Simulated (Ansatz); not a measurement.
# Ionic part of the dielectric constant of MgO at -0.4 GPa, mode by mode

Method: DFT PBE, scalar-relativistic, plane waves, PAW (Ansatz 0.2.0). Cutoff 420 eV, 8×8×8 k-points (Γ-centred), fixed occupations. No spin polarisation. Phonons by linear response, acoustic sum rule imposed.

Symmetry: Fm-3m, No. 225, cubic system. The conventional cell has a = 4.257 Å, b = 4.257 Å, c = 4.257 Å, α = 90.00°, β = 90.00°, γ = 90.00°. Mg (site symmetry m-3m) has 6 O at 2.13 Å as nearest neighbours. O (site symmetry m-3m) has 6 Mg at 2.13 Å as nearest neighbours.

The cell is the ideal cubic rocksalt prototype.

The primitive cell has V = 19.29 Å³ and ε∞,zz = 3.244. Each polar mode adds Δε = (4.92064×10⁷/V)·S/ν² along z, with S its oscillator strength in e²/amu, ν in cm⁻¹ and V in Å³.

Question: From these modes, find each Δε and ε0,zz.
```csv
ν (cm⁻¹),S_zz (e²/amu)
362.4,0.4143
```

Answer:
| ν (cm⁻¹) | Δε |
| --- | --- |
| 362.4 | 8.05 |

The sum is 8.048, so ε0,zz = 11.29; the run's tensor has 11.29.

Question: Where do the longitudinal modes lie for a wave vector along z?

Answer: At 676 cm⁻¹. The Lyddane–Sachs–Teller product Π(ν_LO/ν_TO)² = 3.48 matches ε0/ε∞ = 3.48.

Cost: 1 run of about 0.19 core-minutes, on Intel Xeon 6975P-C (Granite Rapids) (shared hosts).

The lattice supplies most of the static screening in MgO: the single polar mode adds 8.05, against an electronic part of 3.244. In rocksalt this mode is the rigid motion of the Mg sublattice against the O sublattice. Its oscillator strength, taken with the Mg–O reduced mass, implies a Born effective charge close to the nominal divalent value, as expected for a strongly ionic oxide with little dynamical charge transfer. The large ionic term thus reflects full-sized charges on a fairly soft transverse mode, and the same charges, weakly screened by the electrons, drive the longitudinal mode up to 676 cm⁻¹.

Measured MgO has a stiffer transverse mode and a smaller static constant. The likely main cause is PBE's overlong Mg–O bond, which weakens the short-range repulsion; the slight tension acts the same way but should matter less. Because the ionic term scales with the inverse square of the frequency, a modest softening is amplified in ε0. The electronic part is also somewhat too large, as is usual for semilocal functionals.
